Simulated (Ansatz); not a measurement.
# Pd: energy above lowest point and pressure against volume per atom

All results are calculated (Ansatz 0.2.0 development build). Equation of state of a cubic crystal from periodic Kohn-Sham density functional theory without spin; pressure corrected for the finite basis.

Cell of the first row (space group Im-3m, No. 229):
```
CELL_PARAMETERS angstrom
-1.53670 1.53670 1.53670
1.53670 -1.53670 1.53670
1.53670 1.53670 -1.53670
ATOMIC_POSITIONS crystal
Pd 0.00000 0.00000 0.00000
```

Settings of every row: formula Pd; structure type bcc; functional PBE; spin treatment none; k mesh 49x49x49; occupation method fermi-dirac; occupation width 0.061225619 eV; wave cutoff 420 eV; datasets soft-1 PAW; density cutoff ratio 4.

Limits: a cubic model structure, not a phase known at ambient conditions.

| row | volume per atom (Å³) | energy above lowest point (meV/atom) | pressure (GPa) |
| --- | --- | --- | --- |
| 1 | 14.515 | 33.24 | 12.158 |
| 2 | 14.824 | ? | ? |
| 3 | 15.133 | 3.52 | 3.619 |
| 4 | 15.442 | 0 | 0.108 |
| 5 | 15.751 | 2.82 | -2.974 |
| 6 | 16.059 | 11.21 | -5.677 |
| 7 | 16.368 | 24.49 | -8.044 |

Question: what energy above lowest point and pressure should row 2 give?

Worked fit of energy above lowest point. Take u = (V_r/V)^(2/3) − 1 with V_r = 15.596 Å³ an atom, which is twice the finite (Eulerian) strain; such expansions in the strain, on which the Birch-Murnaghan equation of state is built, carry the rest volume and the bulk modulus. The shown rows have u = 0.04905, 0.02029, 0.00664, -0.00657, -0.01931, -0.0317. Least squares give energy above lowest point = 0.667 − 216.04 × u + 17306.6 × u² + 12981 × u³ meV/atom; a parabola predicts inner rows, each left out in turn, worse (root mean square 0.26 against 0.015 meV/atom). The rows lie off it by 0.00, 0.00, 0.00, -0.01, 0.01, 0.00. Its lowest point lies at u = 0.0062, or V = 15.45 Å³ an atom, and the curvature there gives the bulk modulus at fixed shape and fractions, B = (4/9)(1 + u)² E″(u)/V = 164 GPa. The withheld row has u = 0.03442, so the fit gives 0.667 − 216.04 × (0.03442) + 17306.6 × (0.03442)² + 12981 × (0.03442)³ = 14.26 meV/atom.

The calculation gave 14.27 meV/atom. The fit lies 0.01 meV/atom (0.03 % of the column's range) below it, one unit of the last digit.

Worked fit of pressure. Take u = (V_r/V)^(2/3) − 1 with V_r = 15.596 Å³ an atom, which is twice the finite (Eulerian) strain; such expansions in the strain, on which the Birch-Murnaghan equation of state is built, carry the rest volume and the bulk modulus. The shown rows have u = 0.04905, 0.02029, 0.00664, -0.00657, -0.01931, -0.0317. Least squares give pressure = −1.4802 + 233.464 × u + 862.09 × u² + 953.3 × u³ GPa; a parabola predicts inner rows, each left out in turn, worse (root mean square 0.02 against 0.0045 GPa). The rows lie off it by 0.000, -0.001, 0.000, 0.003, -0.003, 0.001. The pressure vanishes at u = 0.0062, or V = 15.45 Å³ an atom, and there the bulk modulus at fixed shape and fractions is B = −V dP/dV = (2/3)(1 + u) dP/du = 164 GPa. The withheld row has u = 0.03442, so the fit gives −1.4802 + 233.464 × (0.03442) + 862.09 × (0.03442)² + 953.3 × (0.03442)³ = 7.616 GPa.

The calculation gave 7.614 GPa. The fit lies 0.002 GPa (0.0099 % of the column's range) above it; its largest miss of a shown row is 0.003 GPa.
